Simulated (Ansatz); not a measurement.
**SiGe in Ansatz: the effect of target pressure**

The system is SiGe.

```
Ge Si
1.0
     3.90445    0.00000    0.00000
    -1.95223    3.38135    0.00000
     0.00000    0.00000    6.45078
Ge Si
2 2
Direct
  0.33333 0.66667 0.00039
  0.66667 0.33333 0.50039
  0.33333 0.66667 0.37461
  0.66667 0.33333 0.87461
```

The cell comes from a database or a generator and needn't be the stable form of this composition.

Alike in all runs:

| Quantity | Value |
| --- | --- |
| Program | Ansatz 0.2.0 |
| Task | relaxation of cell and atoms |
| Functional | PBEsol |
| Potentials or basis | Ansatz PAW |
| Cutoff | 420 eV (not typed: the program's choice for these potentials) |
| k mesh | 8 × 8 × 4 |
| Occupations | fermi-dirac, width 0.05 eV |
| Spin | no spin polarisation |

Each run relaxes the cell or the atoms first.

```csv
target pressure,relaxed volume (Å³/atom),gap on the mesh (eV)
0 GPa,21.22,0.34
2 GPa,20.73,0.31
5 GPa,20.10,0.25
10 GPa,?,?
20 GPa,17.91,none
30 GPa,16.92,none
```

What does the run with target pressure 10 GPa give?

Relaxed volume 19.22 Å³/atom; gap on the mesh 0.16 eV.

Worked out: In Murnaghan's law V^(-B') rises as a straight line in P. The other rows fit best with B' = 3.8, V0 = 21.22 Å³/atom and B0 = 84 GPa, which gives 19.23 Å³/atom at 10 GPa, against the run's 19.22.

Caveats: the plane-wave basis is chosen anew once the cell has moved, so the energies of steps on either side of that aren't comparable; the PAW data sets come from PBE, with cores solved anew for the run's functional, which leaves a small shift of forces and pressure; the volume moved by over 15 % at a fixed basis, so the end points are rough (some runs).

A k mesh can miss the band edges.

A gap of «none» marks a metal or a gap under the smearing width.
